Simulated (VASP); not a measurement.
# Pt (Fm-3m) in VASP: relaxation of cell and atoms with PBE

Aim: the relaxation of cell and atoms of Pt with PBE.

All numbers are computed with VASP 6.6.1; they aren't measurements. Logs are shortened: lines on timing, memory, paths and dates and some standing lists are left out, and cuts for length are marked.

## 1. The structure

The structure is cubic, space group Fm-3m (No. 225). The conventional cell has a = 3.968 Å, b = 3.968 Å, c = 3.968 Å, α = 90.00°, β = 90.00°, γ = 90.00°. Pt (site symmetry m-3m) has 12 Pt at 2.81 Å as nearest neighbours.

## 2. Relaxation of cell and atoms, PBE

Contents of INCAR:

```
SYSTEM = Pt
PREC = Accurate
ENCUT = 520
EDIFF = 1E-7
ISMEAR = 0
SIGMA = 0.1
LREAL = .False.
LASPH = .True.
NELM = 4
ALGO = Normal
ISIF = 3
LWAVE = .False.
LCHARG = .False.
GGA = PE
IBRION = 2
NSW = 80
EDIFFG = -0.002
```

Contents of KPOINTS:

```
regular mesh
0
Gamma
  18 18 18
  0 0 0
```

Contents of POSCAR:

```
Pt                                      
1.0
    0.0000000000      1.9837689578      1.9837689578
    1.9837689578      0.0000000000      1.9837689578
    1.9837689578      1.9837689578      0.0000000000
  Pt            
     1
Direct
     0.0000000000000000    0.0000000000000000    0.0000000000000000
```

Potentials or basis: VASP PAW PBE potentials, release 64 (Pt).

Launch:

```sh
$ cat potpaw_PBE.64/Pt/POTCAR > POTCAR
$ mpirun -np 1 vasp_std > vasp.out
```

OUTCAR:

```text
SYSTEM = Pt
   PREC = Accurate
   ENCUT = 520
   EDIFF = 1E-7
   ISMEAR = 0
   LREAL = .False.
   LASPH = .True.
   NELM = 4
   ISIF = 3
   GGA = PE
   IBRION = 2
   NSW = 80
   EDIFFG = -0.002

 ion  position               nearest neighbor table
   1  0.000  0.000  0.000-

  LATTYP: Found a face centered cubic cell.
 ALAT       =     3.9675379156

  Lattice vectors:

 A1 = (   0.0000000000,   1.9837689578,   1.9837689578)
 A2 = (   1.9837689578,   0.0000000000,   1.9837689578)
 A3 = (   1.9837689578,   1.9837689578,   0.0000000000)

Analysis of symmetry for initial positions (statically):
=====================================================================
 Subroutine PRICEL returns:
 Original cell was already a primitive cell.

 Routine SETGRP: Setting up the symmetry group for a
 face centered cubic supercell.

 Subroutine GETGRP returns: Found 48 space group operations
 (whereof 48 operations were pure point group operations)
 out of a pool of 48 trial point group operations.

The static configuration has the point symmetry O_h .

Analysis of symmetry for dynamics (positions and initial velocities):
=====================================================================
 Subroutine PRICEL returns:
 Original cell was already a primitive cell.

 Routine SETGRP: Setting up the symmetry group for a
 face centered cubic supercell.

 Subroutine GETGRP returns: Found 48 space group operations
 (whereof 48 operations were pure point group operations)
 out of a pool of 48 trial point group operations.

The dynamic configuration has the point symmetry O_h .

 Subroutine INISYM returns: Found 48 space group operations
 (whereof 48 operations are pure point group operations),
 and found     1 'primitive' translations

----------------------------------------------------------------------------------------

                                     Primitive cell

  volume of cell :      15.6136

  direct lattice vectors                    reciprocal lattice vectors
     0.000000000  1.983768958  1.983768958    -0.252045480  0.252045480  0.252045480
     1.983768958  0.000000000  1.983768958     0.252045480 -0.252045480  0.252045480
     1.983768958  1.983768958  0.000000000     0.252045480  0.252045480 -0.252045480

  length of vectors
     2.805472965  2.805472965  2.805472965     0.436555578  0.436555578  0.436555578

  position of ions in fractional coordinates (direct lattice)
     0.000000000  0.000000000  0.000000000

  ion indices of the primitive-cell ions
   primitive index   ion index
                 1           1

----------------------------------------------------------------------------------------

 KPOINTS: regular mesh

Automatic generation of k-mesh.
 Grid dimensions read from file:
 generate k-points for:   18   18   18

 Generating k-lattice:

  Cartesian coordinates                     Fractional coordinates (reciprocal lattice)
    -0.014002527  0.014002527  0.014002527     0.055555556  0.000000000  0.000000000
     0.014002527 -0.014002527  0.014002527     0.000000000  0.055555556  0.000000000
     0.014002527  0.014002527 -0.014002527     0.000000000  0.000000000  0.055555556

  Length of vectors
     0.024253088  0.024253088  0.024253088

  Shift w.r.t. Gamma in fractional coordinates (k-lattice)
     0.000000000  0.000000000  0.000000000

 Subroutine IBZKPT returns following result:
 ===========================================

 Found    195 irreducible k-points:

 Following reciprocal coordinates:
            Coordinates               Weight
  0.000000  0.000000  0.000000      1.000000
[... 49 lines left out ...]
   ISYM   =      2    0-nonsym 1-usesym 2-fastsym
   POTIM  = 0.5000    time-step for ionic-motion
   TEBEG  =    0.0;   TEEND  =   0.0 temperature during run
   PSTRESS=    0.0 pullay stress
   NELECT =      10.0000    total number of electrons
   NUPDOWN=      -1.0000    fix difference up-down
   EMIN   =  10.00;   EMAX   =-10.00  energy-range for DOS
   EFERMI =   0.00;   METHOD = LEGACY
   ISMEAR =     0;   SIGMA  =   0.10  broadening in eV -4-tet -1-fermi 0-gaus
   EFERMI_NEDOS =   21; number of points for ismear=-14 and -15
   IALGO  =     38    algorithm
   IMIX   =      4    mixing-type and parameters
     AMIX     =   0.40;   BMIX     =  1.00
     AMIX_MAG =   1.60;   BMIX_MAG =  1.00
  volume/ion in A,a.u.               =      15.61       105.37
  Fermi-wavevector in a.u.,A,eV,Ry     =   1.411152  2.666690 27.093955  1.991349
  Thomas-Fermi vector in A             =   2.533033
   LORBIT       =      0    0 simple, 1 ext, 2 COOP (PROOUT), +10 PAW based schemes
   GGA     = PE    functional components
   LHFCALC =     F    Hartree Fock is set to
   AEXX    =    0.0000 exact exchange contribution
   IVDW    =     0    specifies the selected vdW correction
   LEPSILON=     F    determine dielectric tensor
   LRPA    =     F    only Hartree local field effects (RPA)
 conjugate gradient relaxation of ions
 non-spin polarized calculation
 Gauss-broadening in eV      SIGMA  =   0.10
  energy-cutoff  :      520.00
  volume of cell :       15.61
 maximum number of plane-waves:       444
 NGX is ok and might be reduce to    24
   NGX = 11   NGY = 11   NGZ = 11

--------------------------------------- Ionic step        1  -------------------------------------------

 number of electron      10.0000000 magnetization

 Free energy of the ion-electron system (eV)
  ---------------------------------------------------
  ext. energy  EPLUGINS =         0.00000000
  ---------------------------------------------------
  free energy    TOTEN  =        -6.48252334 eV

  energy without entropy =       -6.47204413  energy(sigma->0) =       -6.47728373

------------------------ aborting loop EDIFF was not reached (unconverged)  ----------------------------

  FORCE on cell =-STRESS in cart. coord.  units (eV):
  Direction    XX          YY          ZZ          XY          YZ          ZX
  --------------------------------------------------------------------------------------
  -------------------------------------------------------------------------------------
  Total       -9.8832127     -9.8832127     -9.8832127      0.0000000      0.0000000      0.0000000
  in kB    -1014.1576253  -1014.1576253  -1014.1576253      0.0000000      0.0000000      0.0000000
  external PRESSURE =   -1014.1576253 kB  Pullay stress =       0.0000000 kB
[... 22 lines left out ...]
--------------------------------------- Ionic step        2  -------------------------------------------

 number of electron      10.0000000 magnetization

 E-fermi :  81.1816     XC(G=0): -27.1297

 val. band max:       81.1724944521   @ k =   0.4444   0.3333   0.1111
 cond. band min:      81.1820570715   @ k =  -0.4444   0.2778   0.0556
 fundamental gap:      0.0095626194
 Fermi energy:        81.1815603860

 k-point     1 :       0.0000    0.0000    0.0000
  band No.  band energies     occupation
      1      54.6826      2.00000
      2      54.6826      2.00000
      3      54.6826      2.00000
      4      71.7135      2.00000
      5      75.0083      2.00000
      6      75.0083      2.00000
      7      75.7467      2.00000
      8      75.7467      2.00000
      9     100.0741      0.00000
[... 339 lines left out ...]
  FREE ENERGIE OF THE ION-ELECTRON SYSTEM (eV)
  ---------------------------------------------------
  free  energy   TOTEN  =        -5.9501636962 eV

  energy  without entropy=       -5.9416848702  energy(sigma->0) =       -5.94592428

[... ionic steps 4 to 11 ...]

--------------------------------------- Ionic step       12  -------------------------------------------

 number of electron      10.0000002 magnetization

------------------------ aborting loop EDIFF was not reached (unconverged)  ----------------------------
[... 30 lines left out ...]
--------------------------------------- Ionic step       13  -------------------------------------------

 number of electron      10.0000002 magnetization

------------------------ aborting loop because EDIFF is reached ----------------------------------------

  FORCE on cell =-STRESS in cart. coord.  units (eV):
  Direction    XX          YY          ZZ          XY          YZ          ZX
  --------------------------------------------------------------------------------------
  -------------------------------------------------------------------------------------
  Total        0.0032470      0.0032470      0.0032470     -0.0000000     -0.0000000     -0.0000000
  in kB        0.3332439      0.3332439      0.3332439     -0.0000000     -0.0000000     -0.0000000
  external PRESSURE =       0.3332439 kB  Pullay stress =       0.0000000 kB
[... 22 lines left out ...]
--------------------------------------- Ionic step       14  -------------------------------------------

 number of electron      10.0000002 magnetization

 Free energy of the ion-electron system (eV)
  ---------------------------------------------------
  ext. energy  EPLUGINS =         0.00000000
  ---------------------------------------------------
  free energy    TOTEN  =        -6.10006915 eV

  energy without entropy =       -6.08882826  energy(sigma->0) =       -6.09444871

 E-fermi :  10.6112     XC(G=0): -13.2836

 val. band max:       10.6109307093   @ k =  -0.3333   0.3889   0.1111
 cond. band min:      10.6220383967   @ k =   0.4444   0.1111   0.0000
 fundamental gap:      0.0111076873
 Fermi energy:        10.6111735241

 k-point     1 :       0.0000    0.0000    0.0000
  band No.  band energies     occupation
      1       0.7790      2.00000
      2       7.0294      2.00000
      3       7.0294      2.00000
      4       7.0294      2.00000
      5       9.0640      2.00000
      6       9.0640      2.00000
      7      25.3421      0.00000
      8      30.1129      0.00000
      9      30.1129      0.00000
[... 265 lines left out ...]
 k-point    24 :      -0.2222    0.0556    0.0000
  band No.  band energies     occupation
      1       2.7691      2.00000
      2       6.5671      2.00000
      3       7.4028      2.00000
      4       7.4665      2.00000
      5       8.8877      2.00000
      6       9.5284      2.00000
      7      24.1022      0.00000
      8      27.0835      0.00000
      9      31.3146      0.00000

 [... further k-points ...]

------------------------ aborting loop because EDIFF is reached ----------------------------------------

  FORCE on cell =-STRESS in cart. coord.  units (eV):
  Direction    XX          YY          ZZ          XY          YZ          ZX
  --------------------------------------------------------------------------------------
  -------------------------------------------------------------------------------------
  Total        0.0009148      0.0009148      0.0009148      0.0000000      0.0000000     -0.0000000
  in kB        0.0938771      0.0938771      0.0938771      0.0000000      0.0000000     -0.0000000
  external PRESSURE =       0.0938771 kB  Pullay stress =       0.0000000 kB
[... 16 lines left out ...]
  FREE ENERGIE OF THE ION-ELECTRON SYSTEM (eV)
  ---------------------------------------------------
  free  energy   TOTEN  =        -6.1000691534 eV

  energy  without entropy=       -6.0888282625  energy(sigma->0) =       -6.09444871

 reached required accuracy - stopping structural energy minimisation
```

Run time: 61 s. Hardware: 1 thread of Intel Xeon Platinum 8488C (Sapphire Rapids), shared host; peak memory 0.24 GiB.

Results:

```
Free energy               : -6.1001 eV
Energy gained by relaxing : -382.5 meV/atom
Ionic steps               : 14
Pressure after relaxing   : 0.0 GPa
Band gap on the k mesh    : none (metal or under the smearing width)
```

Step by step:
```csv
step,energy change (eV),largest force (eV/Å),pressure (GPa),volume (Å³)
1,0.0000,0.0000,-101.42,15.61
2,159.6959,0.0000,8070.92,2.24
3,0.5324,0.0000,142.82,13.88
4,0.4170,0.0000,15.55,14.83
5,0.4083,0.0000,12.78,14.93
6,0.3887,0.0000,6.12,15.27
7,0.3840,0.0000,2.98,15.44
8,0.3828,0.0000,1.46,15.53
9,0.3825,0.0000,0.72,15.57
10,0.3825,0.0000,0.35,15.59
11,0.3825,0.0000,0.17,15.60
12,0.3825,0.0000,0.08,15.61
13,0.3825,0.0000,0.03,15.61
14,0.3825,0.0000,0.01,15.61
```

Final structure:
```yaml
crystal:
  lattice:
    - [0.00000, 1.98371, 1.98371]
    - [1.98371, 0.00000, 1.98371]
    - [1.98371, 1.98371, 0.00000]
  atoms:
    - { symbol: Pt, position: [0.00000, 0.00000, 0.00000] }
```

Levels at points of the mesh, in eV from the Fermi level:
```csv
k point,band 3,band 4,band 5,band 6,band 7,band 8
"(0.00, 0.00, 0.00)",-3.58,-3.58,-1.55,-1.55,14.73,19.50
"(0.50, 0.00, 0.00)",-3.64,-0.33,0.03,0.03,5.58,14.29
"(0.50, 0.50, 0.00)",0.00,0.45,0.45,1.85,8.51,11.28
```
